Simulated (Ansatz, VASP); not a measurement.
# W (W wire along [111], 13 atoms a period): VASP beside Ansatz

Aim: how closely do two programs agree when they are given the same cell, functional and k mesh? The structure shown is the start of the Ansatz relaxation below; VASP solves that cell, so the two are compared at the walk's first step.

Method: plane waves, with VASP 6.6.1 beside it; single point at PBE, in Ansatz 0.2.0.

### Step 1. The structure

The cell holds 13 atoms: 13 W. Cell: a = 15.766 Å, b = 14.565 Å, c = 2.745 Å, α = 90.0°, β = 90.0°, γ = 90.0°. Vacuum lies along a and b. The structure's axis is c.

### Step 2. Ansatz: relaxation, PBE

Ansatz runs on its PAW soft_1 files.

The two programs are compared at the cell with which this relaxation starts, whose forces are those of its first step.

Contents of input.yaml:

```yaml
crystal:
  lattice:
    - [15.766, 0.0, 0.0]
    - [0.0, 14.565, 0.0]
    - [0.0, 0.0, 2.74530053]
  atoms:
    - { symbol: W, position: [0.215653939, 0.499995966, 0.0] }
    - { symbol: W, position: [0.357828777, 0.766555612, 0.0] }
    - { symbol: W, position: [0.500003615, 0.499995966, 0.0] }
    - { symbol: W, position: [0.642178453, 0.766555612, 0.0] }
    - { symbol: W, position: [0.357828777, 0.411142751, 0.333333333] }
    - { symbol: W, position: [0.500003615, 0.677702396, 0.333333333] }
    - { symbol: W, position: [0.642178453, 0.411142751, 0.333333333] }
    - { symbol: W, position: [0.357828777, 0.588849181, 0.666666667] }
    - { symbol: W, position: [0.500003615, 0.322289535, 0.666666667] }
    - { symbol: W, position: [0.642178453, 0.588849181, 0.666666667] }
    - { symbol: W, position: [0.357828777, 0.23343632, 0.0] }
    - { symbol: W, position: [0.642178453, 0.23343632, 0.0] }
    - { symbol: W, position: [0.784353291, 0.499995966, 0.0] }
kpoints:
  mp_grid: { grid: [1, 1, 30] }
scf:
  occupations: { method: fermi_dirac, width: 0.05 }
hamiltonian:
  xc: pbe
  pseudopotentials: { kind: paw, azcp: { folder: soft_1 } }
relax:
  cell: { fix: [a, b, alpha, beta, gamma] }
  max_steps: 45
  f_tol: 0.03
```

On the command line:

```console
> ansatz run input.yaml --threads 4 --pin off --max-ram 16384MiB --backend cpu --events-out ev --progress --plain --runs-dir out
```

Numbers of over 12 decimals in the logs are rounded to 6 here.

The log of the run:

```text
Engine: ansatz 0.2.0, x86_64-unknown-linux-gnu
Pseudopotentials: kind: paw
Pseudopotential: W, paw, valence charge 14, recommended cutoff 420 eV (normal), soft_1/W.paw.azcp
Functional definition: PBE
  parameter kappa = 0.804
  parameter beta = 0.066725
  exchange = pbe_x(kappa = kappa, mu = beta*pi^2/3)
  correlation = pbe_c(beta = beta)
Crystal: 13 atoms, lattice volume = 630.408 Å³
Basis set: ecut = 420 eV, 12353 PW (Γ), exchange–correlation on 216×200×40 points (8 copies of the dense FFT grid, shifted against one another)
Bands: 110, of which v1, the nominal top of the filled ones, is band 91 counted from 1 (90 counted from 0)
Symmetry: 4 space group operations
Space group: P2/m (ITA 10), of the structure as read, at distance tolerance 8.6e-5 Å
k-points: 16 of 30
Non-local potential: W, projectors of the file, l = 0: 3, l = 1: 2, l = 2: 2, l = 3: 1
PAW form: soft (Blöchl's): semilocal exchange-correlation on the pseudo side does not see the compensation charge
PAW one-centre angular grid: W, 590 points (default); XC on 64 Gauss nodes
Initial density: superposition of atomic densities (neutral atoms: chi_scale 0, normalization atom)
Initial wavefunctions: pseudopotential atomic-orbital guess
Functional: x = pbe(κ = 0.804, μ = 0.219515), c = pbe(β = 0.066725)
SCF iter   1: F=—  HF=-135004.098729 eV  |F-HF|=—  |Δ(HF+E_count)|=         —  Δρ=4.91e-2  dr2=1.37e2  ethr=3.10e-3  ⟨swp⟩=9.3  Hψ=8127  notcnv=0
preconditioner: auto → LDOS  [metal: Δε(μ)=0.012 eV  Ē_g=4.442 eV  σ=0.050 eV  W_gap=0.06  n_scr=92 (ndim 8)  ℏωp=13.1 eV  f_vac=0.489  D(μ)=16.84/eV (n_scr^D=92)  β→1.0]
SCF iter   2: F=—  HF=-134995.193794 eV  |F-HF|=—  |Δ(HF+E_count)|=    8.90e0  Δρ=2.96e-2  dr2=1.82e1  ethr=3.10e-3  ⟨swp⟩=5.1  Hψ=4945  notcnv=0  defer=14
SCF iter   3: F=—  HF=-134993.660378 eV  |F-HF|=—  |Δ(HF+E_count)|=    1.53e0  Δρ=9.02e-3  dr2=2.01e0  ethr=3.10e-3  ⟨swp⟩=4.1  Hψ=3953  notcnv=0  defer=23
SCF iter   4: F=—  HF=-134993.281355 eV  |F-HF|=—  |Δ(HF+E_count)|=   3.79e-1  Δρ=2.56e-3  dr2=1.88e-1  ethr=1.10e-3  ⟨swp⟩=2.8  Hψ=2690  notcnv=0  defer=26
SCF iter   5: F=—  HF=-134993.270187 eV  |F-HF|=—  |Δ(HF+E_count)|=   1.12e-2  Δρ=1.26e-3  dr2=2.52e-2  ethr=1.03e-4  ⟨swp⟩=2.9  Hψ=2737  notcnv=0  defer=26
SCF iter   6: F=—  HF=-134993.270499 eV  |F-HF|=—  |Δ(HF+E_count)|=   3.12e-4  Δρ=4.46e-4  dr2=2.47e-3  ethr=1.38e-5  ⟨swp⟩=2.3  Hψ=2434  notcnv=0  defer=24
SCF iter   7: F=—  HF=-134993.270635 eV  |F-HF|=—  |Δ(HF+E_count)|=   1.36e-4  Δρ=1.47e-4  dr2=3.24e-4  ethr=1.36e-6  ⟨swp⟩=3.2  Hψ=3389  notcnv=0  defer=24
SCF iter   8: F=—  HF=-134993.270748 eV  |F-HF|=—  |Δ(HF+E_count)|=   1.13e-4  Δρ=6.22e-5  dr2=3.75e-5  ethr=1.78e-7  ⟨swp⟩=2.6  Hψ=2622  notcnv=0  defer=24
SCF iter   9: F=—  HF=-134993.270435 eV  |F-HF|=—  |Δ(HF+E_count)|=   3.13e-4  Δρ=2.50e-5  dr2=5.30e-6  ethr=2.06e-8  ⟨swp⟩=2.4  Hψ=2644  notcnv=0  defer=24
SCF iter  10: F=—  HF=-134993.270440 eV  |F-HF|=—  |Δ(HF+E_count)|=   5.30e-6  Δρ=1.06e-5  dr2=1.02e-6  ethr=2.91e-9  ⟨swp⟩=2.7  Hψ=3059  notcnv=0  defer=24
SCF iter  11: F=-134993.270441 eV  HF=-134993.270441 eV  |F-HF|=2.67e-7  |Δ(HF+E_count)|=   5.81e-7  Δρ=4.64e-6  dr2=9.81e-8  ethr=5.49e-11  ⟨swp⟩=4.3  Hψ=7413  notcnv=0
SCF 1 converged in 11 iterations: F = -134993.270441 eV  dr2 = 9.81e-8
  greatest PAW one-centre occupation: 0.999 electrons in one spin orbital (limit 2), on the W atom at site 2 (counted from 0), in its partial waves of l = 0
relax step   1: F+E_penalty+E_count = -134993.27044102 eV  Δ(F+E_penalty+E_count) = +0.000e0 eV  max|allowed force component| = 3.161e0 eV/Å  Δτ_max = 0.0000 Å  P = -6.864 GPa  Ω = 630.408 Å³  fix = [a, b, alpha, beta, gamma]  reactions: a -6.031, b -6.080 GPa; alpha -0.015 GPa/rad  (11 SCF iters, dr2 threshold 1.00e-7 eV, accepted)
[...]
relax step   5: F+E_penalty+E_count = -134996.79742717 eV  Δ(F+E_penalty+E_count) = -6.602e-4 eV  max|allowed force component| = 5.356e-2 eV/Å  Δτ_max = 0.0049 Å  P = -0.231 GPa  Ω = 612.496 Å³  energy of the carried Pulay correction = +2.935e-3 eV  fix = [a, b, alpha, beta, gamma]  reactions: a -0.186, b -0.211 GPa; alpha +0.014 GPa/rad  (6 SCF iters, dr2 threshold 4.40e-7 eV, accepted)
[...]
relax step   6: F+E_penalty+E_count = -134996.79861495 eV  Δ(F+E_penalty+E_count) = -1.188e-3 eV  max|allowed force component| = 1.719e-2 eV/Å  Δτ_max = 0.0025 Å  P = -0.018 GPa  Ω = 611.630 Å³  energy of the carried Pulay correction = +3.079e-3 eV  fix = [a, b, alpha, beta, gamma]  reactions: a -0.038, b -0.041 GPa; alpha +0.010 GPa/rad  (5 SCF iters, dr2 threshold 2.19e-7 eV, accepted)
[...]
relax step   7: F+E_penalty+E_count = -134996.79564237 eV  Δ(F+E_penalty+E_count) = +2.973e-3 eV  max|allowed force component| = 1.715e-2 eV/Å  Δτ_max = 0.0000 Å  P = -0.019 GPa  Ω = 611.630 Å³  fix = [a, b, alpha, beta, gamma]  reactions: a -0.037, b -0.040 GPa; alpha +0.010 GPa/rad  stress off target by 2.14e-2 GPa on what of the cell is left free  SCF on the basis re-selected at this cell (its energy is not comparable with the rows above)  (7 SCF iters)
basis re-selected at this cell: Δ(F+E_penalty+E_count) = +2.973e-3 eV, ΔP = -0.000 GPa vs the last step (what re-selecting the basis moved, of the pressure what is left beyond the Pulay correction that the steps carried, after the strain that the cell walked since its last selection, with what the two solves' SCF thresholds leave and, on support functions, any second-order correction that the steps lacked; it is no measure of the basis error at this ecutwfc). The dense FFT grid was sized anew with the basis: this SCF ran on 108×100×18 points, the steps before it on 108×100×20, so part of this shift can come from that change (see relax.cell in the input reference). [rest of the remark cut]
SCF converged after 7 iterations
Free energy (F): -134996.795642 eV
Harris-Foulkes:  -134996.795642 eV  (|F-HF|=5.82e-11)
Internal energy: -134996.695584 eV  (E = F + TS)
E sigma→0 (E₀):  -134996.745613 eV
Entropy (-TS):   -0.100058 eV (-7.697 meV/atom)
Fermi energy:    5.002559 eV
--- Per-component energies (eV) ---
  E_band       = -4193.585029
  E_kinetic    = 5480.279173
  E_local      = -91561.192156  (includes V_loc(G=0)·N_el)
  E_nonlocal   = -317.217631
  E_hartree    = 43652.823571
  E_xc         = -3462.622931
  E_vxc        = -2983.480048  (∫ρ·V_xc dr)
  E_paw        = -111515.176117  (= ΣΔE_a)
  E_vpaw       = -2117.622996  (= ΣTr[D̂ρ^β])
  E_aug_tail   = 0.001965  (compensation charges beyond the density's cutoff)
  E_ewald      = 22726.408541
  E_smearing   = -0.100058  (= −TS)
  E_closure    = 0.000000  (closes the sum)
  Σ components = -134996.795642   (vs F -134996.795642, Δ=0.00e0)
--- Forces (eV/Å), atoms counted from 1 ---
  atom   1  W      0.00525634    -0.00000000     0.00000000
  atom   2  W     -0.00009348     0.00034936     0.00003348
  atom   3  W      0.00000000     0.00000000     0.00000000
  atom   4  W      0.00009348     0.00034936     0.00003348
  atom   5  W      0.00299858     0.00432767     0.01592925
  atom   6  W     -0.00000000    -0.00404892     0.01714871
  atom   7  W     -0.00299858     0.00432767     0.01592925
  atom   8  W      0.00299858    -0.00432767    -0.01592925
  atom   9  W      0.00000000     0.00404892    -0.01714871
  atom  10  W     -0.00299858    -0.00432767    -0.01592925
  atom  11  W     -0.00009348    -0.00034936    -0.00003348
  atom  12  W      0.00009348    -0.00034936    -0.00003348
  atom  13  W     -0.00525634     0.00000000     0.00000000
  max |Σ_I F_I| component: 3.42e-18 eV/Å
--- Stress (GPa, compression-positive) ---
       -0.037002       0.000000      -0.000000
        0.000000      -0.040095      -0.010120
       -0.000000      -0.010120       0.021415
  P = ⅓ Tr σ = -0.0186 GPa (-0.186 kbar)
--- Relaxed structure (6 steps of the walk, 6 accepted, 1 SCFs on fresh bases) ---
  F+E_penalty+E_count = -134996.79564237 eV   max|allowed force component| = 1.715e-2 eV/Å   (the final SCF, on the basis selected at the relaxed cell)
  cell:  # Å, volume = 611.6296 Å³
    - [15.766, 0, 0]
    - [0, 14.565, 0]
    - [0, 0, 2.663523]
  atoms:
    - { symbol: W, position: [0.227376, 0.5, 7.489753716424115e-18] }
    - { symbol: W, position: [0.363770, 0.755490, 0.000972902] }
    - { symbol: W, position: [0.500000, 0.5, 0] }
    - { symbol: W, position: [0.636230, 0.755490, 0.000972902] }
    - { symbol: W, position: [0.352443, 0.407826, 0.315863] }
    - { symbol: W, position: [0.500000, 0.684262, 0.317182] }
    - { symbol: W, position: [0.647557, 0.407826, 0.315863] }
    - { symbol: W, position: [0.352443, 0.592174, 0.684137] }
    - { symbol: W, position: [0.500000, 0.315738, 0.682818] }
    - { symbol: W, position: [0.647557, 0.592174, 0.684137] }
    - { symbol: W, position: [0.363770, 0.244510, -0.000972902] }
    - { symbol: W, position: [0.636230, 0.244510, -0.000972902] }
    - { symbol: W, position: [0.772624, 0.5, -7.462122616617823e-18] }
```

(Part 1 of 2 ends here.)

[Lines on the potential files, build, host, timing and source positions are cut from VASP's logs without a mark.]

[Logs are printed without paths, hosts, clocks, repeated set-up lines and the standing remarks that a program may print on its own settings, such as how far it seeks lower states.]

[Hosts, paths, dates, database ids (printed as entryN), source tags and the programs' standing remarks are cut or masked in the printed files.]
